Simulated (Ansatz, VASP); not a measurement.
## SiC in VASP and in Ansatz

INCAR

```
  ALGO = Normal
  EDIFF = 1E-6
  ENCUT = 520
  GGA = PE
  ISIF = 2
  ISMEAR = -1
  LASPH = T
  LCHARG = F
  LREAL = F
  LWAVE = F
  NBANDS = 11
  NELM = 100
  PREC = Accurate
  SIGMA = 0.02
```

Contents of KPOINTS:

```
k-points
0
Gamma
  10 10 10
```

File POSCAR:

```
SiC
1.0
    0.0000000000      2.2643005268      2.1780497564
    2.2643005268      0.0000000000      2.1780497564
    2.2643005268      2.2643005268      0.0000000000
Si C
1 1
Direct
    0.2500000000      0.2500000000      0.2500000000
    0.0000000000      0.0000000000      0.0000000000
```

Input for Ansatz:

```yaml
crystal:
  lattice:
    - [0.0, 2.2643005268, 2.1780497564]
    - [2.2643005268, 0.0, 2.1780497564]
    - [2.2643005268, 2.2643005268, 0.0]
  atoms:
    - { symbol: Si, position: [0.25, 0.25, 0.25] }
    - { symbol: C, position: [0.0, 0.0, 0.0] }
kpoints:
  mp_grid: { grid: [10, 10, 10] }
  band_path:
    path:
      - [0.0, 0.0, 0.0]
      - [-0.5, -0.5, 0.0]
      - [-0.375, -0.375, 0.25]
      - [-0.375, 0.0, 0.375]
      - [0.0, 0.0, 0.5]
      - [-0.5, -0.25, 0.25]
    npoints: 1
hamiltonian:
  xc: pbe
scf:
  occupations: { method: fermi_dirac, width: 0.02 }
  n_extra_bands: 4
output:
  forces: true
  stress: true
  eigenvalues: true
```

Change from the starting cell: biaxial_xy strain +4.0%.

Alike in both runs: task single point; functional PBE; k mesh 10 × 10 × 10; occupations fermi-dirac, width 0.02 eV; no spin polarisation.

```csv
,VASP,Ansatz
version,VASP 6.6.1,Ansatz 0.2.0
potentials or method,"VASP PAW PBE potentials, release 64 (Si, C)","plane waves, PAW"
plane-wave cutoff (eV),520,420
valence electrons in the cell,8,8
```

|  | VASP | Ansatz | Ansatz less VASP |
| --- | --- | --- | --- |
| gap on the k mesh at the Fermi level (eV) | 1.05 | 1.05 | +0.001 |
| pressure (GPa) | -11.7 | -11.7 | +0.03 |
| largest component of the traceless stress (GPa) | 6.06 | 6.05 | -0.013 |

The functional is the same, so the differences come from potentials, cutoffs and numerics.

A k mesh can miss the band edges.
